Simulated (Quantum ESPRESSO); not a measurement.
# SiO2: dielectric tensor with PBEsol

Crystal: SiO2.

```
CELL_PARAMETERS angstrom
4.23317 0.00000 0.00000
0.00000 4.23317 0.00000
0.00000 0.00000 2.69349
ATOMIC_POSITIONS crystal
Si 0.00000 0.00000 0.00000
Si 0.50000 0.50000 0.50000
O 0.80684 0.19316 0.50000
O 0.30684 0.30684 0.00000
O 0.19316 0.80684 0.50000
O 0.69316 0.69316 0.00000
```

The cell comes from a database or a generator and needn't be the stable form of this composition.

```json
{
  "Program": "Quantum ESPRESSO 7.5",
  "Task": "dielectric tensor",
  "Functional": "PBEsol",
  "Potentials or basis": "GBRV 1.5 PBEsol",
  "Cutoff": "612 eV",
  "Density cutoff": "4898 eV",
  "k mesh": "4 × 4 × 8, shifted",
  "Occupations": "fermi-dirac, width 0.05 eV",
  "Spin": "no spin polarisation",
  "Mixing beta": "0.5",
  "Most SCF iterations": "120",
  "SCF threshold": "1.2e-09 Ry"
}
```

```
Pressure                                : -6.4 GPa
Largest force                           : 0.028 eV/Å
Electronic dielectric tensor (diagonal) : 3.45, 3.45, 3.63
Born charges (mean of the diagonal)     : Si +3.93; O -1.97 e
```

Forces in eV/Å, atoms in the order of the input:
```
Si   0.000  0.000  0.000
Si   0.000  0.000  0.000
O    0.019 -0.019  0.000
O    0.019  0.019  0.000
O   -0.019  0.019  0.000
O   -0.019 -0.019  0.000
```

Stress tensor (GPa, compression positive):
```
-6.14  0.00  0.00
 0.00 -6.14  0.00
 0.00  0.00 -6.87
```

Levels at points of the mesh, in eV from the valence-band top:
```csv
k point,band 13,band 14,band 15,band 16,band 17,band 18,band 19,band 20
"(0.12, 0.12, 0.06)",-2.44,-1.15,-0.77,0.00,5.93,7.22,8.51,8.91
```

Electronic dielectric tensor:
```
3.45 0.00 0.00
0.00 3.45 0.00
0.00 0.00 3.63
```

Born effective charge tensors (e):
atom 1, Si
```
3.84 0.40 0.00
0.40 3.84 0.00
0.00 0.00 4.11
```
atom 2, Si
```
 3.84 -0.40  0.00
-0.40  3.84  0.00
 0.00  0.00  4.11
```
atom 3, O
```
-1.92  0.61  0.00
 0.61 -1.92  0.00
 0.00  0.00 -2.05
```
atom 4, O
```
-1.92 -0.61  0.00
-0.61 -1.92  0.00
 0.00  0.00 -2.05
```
atom 5, O
```
-1.92  0.61  0.00
 0.61 -1.92  0.00
 0.00  0.00 -2.05
```
atom 6, O
```
-1.92 -0.61  0.00
-0.61 -1.92  0.00
 0.00  0.00 -2.05
```

Wall time 4 min on 1 thread of Intel(R) Xeon(R) Processor @ 2.50GHz (Skylake/Cascade Lake) (shared host), peak memory 0.17 GiB.

Caveat: the cell is more than 3 GPa from zero pressure, which shifts response properties.
